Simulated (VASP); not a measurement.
The system is O.

```
O
1.0
     2.85140   -1.66242    0.00000
     2.85140    1.66242    0.00000
    -2.39449    0.00000    3.64705
O
2
Cartesian
  3.5357 0.0000 3.0797
  -0.2274 0.0000 0.5674
```

- Program: VASP 6.6.1
- Task: single point
- Functional: PBE
- Potentials or basis: VASP PAW PBE potentials, release 64 (O)
- Cutoff: 520 eV
- k mesh: 10 × 10 × 7
- Occupations: fermi-dirac, width 0.05 eV
- Spin: no spin polarisation

On this cell: pressure -0.2 GPa; largest force 0.855 eV/Å; band gap on the k mesh none (metal or under the smearing width).

The same run follows on a disturbed copy (atoms moved at random, drawn with an rms of 0.05 Å):

```
O
1.0
     2.85140   -1.66242    0.00000
     2.85140    1.66242    0.00000
    -2.39449    0.00000    3.64705
O
2
Direct
  0.97599 0.97814 0.83922
  0.00632 0.04506 0.16634
```

Q: What does the disturbed cell give?

A: The energy (extrapolated to zero smearing) moves by +60.0 meV/atom; pressure -8.8 GPa; largest force 3.521 eV/Å; band gap on the k mesh none (metal or under the smearing width).

Forces in eV/Å, atoms in the order of the input:
```
O   -1.476  0.199  3.191
O    1.476 -0.199 -3.191
```

Stress tensor (GPa, compression positive):
```
 -2.76   0.37   8.04
  0.37  -3.08  -0.97
  8.04  -0.97 -20.45
```

Caveats: spin is off for a triplet molecule; the standard files for N, O and F lose accuracy on very short bonds (some runs).
